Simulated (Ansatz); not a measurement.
Runs of Ansatz 0.2.0 on Te2Mo. The cell holds a slab with vacuum, 6 atoms: a = 6.362 Å, b = 3.480 Å, c = 36.176 Å, α = 90.00°, β = 90.14°, γ = 90.00°. 

```tsv
task	level	U	cell	hubbard projectors	double counting	points for each segment of the path	gap on the mesh (eV)	relaxed volume (Å³/atom)	largest force (eV/Å)
relaxation of cell and atoms	PBEsol	-	relaxed	-	-	-	none	128.85	0.01
projected density of states	PBEsol+U	Mo d U = 2 eV	as given	ortho-atomic (the default)	fll (the default)	-	none	-	0.29
band structure	BLYP	-	as given	-	-	14	none	-	0.83
relaxation of cell and atoms	BLYP+D3(BJ)	-	relaxed	-	-	-	-	(a)	-
```

Alike in all rows: potentials or basis Ansatz PAW; no spin polarisation; k mesh 4 × 8 × 1; cutoff (eV) 420; smearing fermi-dirac 0.05 eV.

**Question.** Estimate the missing entries.

**Answer.** (a) 132.54.

Caveats: the PAW data sets come from PBE, with cores solved anew for the run's functional, which leaves a small shift of forces and pressure; the plane-wave basis is chosen anew once the cell has moved, so the energies of steps on either side of that aren't comparable (some runs); the potentials were made for another functional, which shifts forces and pressure (some runs); without dispersion, layers of such crystals drift apart on relaxing, which shifts levels and gaps (some runs); volumes and pressures include the vacuum (some runs); U without spin polarisation on a metal has little footing (some runs); the U is typed as a test and isn't derived for this compound (some runs).

A k mesh can miss the band edges, and the runs leave out spin-orbit coupling on Mo, Te.

A gap of «none» marks a metal or a gap under the smearing width.

Not every run made on this cell is shown here.
